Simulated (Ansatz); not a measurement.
# How fast does Na move in NaH?

The calculation used Ansatz 0.2.0, DFT PBE, scalar-relativistic, plane waves, PAW. Settings: 420 eV cutoff, 2×2×2 k-mesh, Gaussian smearing of 0.02 eV, no spin polarisation.

Host crystal, relaxed:

```
Na H
1.0
     0.00000    2.41545    2.41545
     2.41545    0.00000    2.41545
     2.41545    2.41545    0.00000
Na H
1 1
Direct
  0.00000 0.00000 0.00000
  0.50000 0.50000 0.50000
```

In a supercell of 16 host sites with charge +1, interstitial Na hops to an equivalent place, moving 2.42 Å. Climbing-image nudged elastic band at fixed cell; the order of the saddle wasn't checked, and the small cell leaves errors of about a tenth of an eV.

| image | path (Å) | E − E(0) (eV) |
| --- | --- | --- |
| 0 | 0.00 | 0.000 |
| 1 | 0.53 | 0.051 |
| 2 | 1.07 | 0.187 |
| 3 | 1.60 | 0.291 |
| 4 | 2.13 | 0.188 |
| 5 | 2.67 | 0.052 |
| 6 | 3.20 | 0.000 |

What are the barriers forward and back, and what attempt frequency does the shape suggest?

Forward 0.29 eV, back 0.29 eV, the ends being level. For a sinusoidal profile E_b sin²(πx/l), with the Na atom alone moving, ν = (1/l)√(E_b/2m) = 3.2×10¹² s⁻¹, within an order of magnitude of the customary 10¹³ s⁻¹; a true prefactor needs the vibrations at the minimum and at the saddle.

With ν = 10¹³ s⁻¹, give the forward jump rate along this one path, the wait 1/k for that jump, the diffusivity D ≈ l²k and the distance √(Dt) covered in an hour at 300, 600 and 1000 K, taking the host as solid throughout.

k = ν exp(−E_b/k_BT):
```json
{"T (K)": "300", "k (1/s)": "1.3×10⁸", "wait (s)": "7.9×10⁻⁹", "D (cm²/s)": "7.4×10⁻⁸", "√(Dt) in 1 h (nm)": "1.6×10⁵"}
{"T (K)": "600", "k (1/s)": "3.6×10¹⁰", "wait (s)": "2.8×10⁻¹¹", "D (cm²/s)": "2.1×10⁻⁵", "√(Dt) in 1 h (nm)": "2.7×10⁶"}
{"T (K)": "1000", "k (1/s)": "3.4×10¹¹", "wait (s)": "2.9×10⁻¹²", "D (cm²/s)": "2.0×10⁻⁴", "√(Dt) in 1 h (nm)": "8.5×10⁶"}
```

D = l²k holds for six equivalent jumps in three dimensions (z l²k/6) and is a scale otherwise. Long-range transport needs a connected net of such jumps, and traps slow it. D is that of an interstitial already there; self-diffusion in the crystal is slower by the defects' share of the sites. An error of 0.1 eV in the barrier changes k by a factor of 48 at 300 K and 3.2 at 1000 K.

Cost: 1 run of about 1.5 core-minutes, on Intel Xeon Platinum 8488C (Sapphire Rapids) (shared hosts).